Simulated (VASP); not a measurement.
CaO:

```
CELL_PARAMETERS angstrom
0.00000 2.38713 2.38713
2.38713 0.00000 2.38713
2.38713 2.38713 0.00000
ATOMIC_POSITIONS crystal
Ca 0.00000 0.00000 0.00000
O 0.50000 0.50000 0.50000
```

Base run:

```yaml
Program: VASP 6.6.1
Functional: PBEsol
Potentials_or_basis: VASP PAW PBE potentials, release 64 (Ca_sv, O)
Cutoff: 700 eV
k_mesh: 8 × 8 × 8
Occupations: gaussian, width 0.02 eV
Spin: no spin polarisation
```

Its results: band gap on the k mesh 3.53 eV, indirect (least direct gap 3.90 eV); pressure 0.0 GPa.

Problem. After a change of settings the same cell gave: band gap on the k mesh 4.18 eV, indirect (least direct gap 4.55 eV); pressure 2.7 GPa. Which change was it?
A. cutoff from 700 eV to 520 eV; k mesh from 8 × 8 × 8 to 12 × 12 × 12
B. functional from PBEsol to r2SCAN; cutoff from 700 eV to 520 eV
C. cutoff from 700 eV to 520 eV; occupations from gaussian, width 0.02 eV to gaussian, width 0.5 eV
D. potentials or basis from VASP PAW PBE potentials, release 64 (Ca_sv, O) to VASP PAW PBE potentials, release 64 (Ca_sv, O_h); cutoff from 700 eV to 900 eV

Solution. B.

r2SCAN gives the wider gap, since meta-GGAs in the generalised Kohn-Sham scheme recover part of the derivative discontinuity.

Caveats: the PAW data sets were made with another functional, which shifts forces and pressure a little.
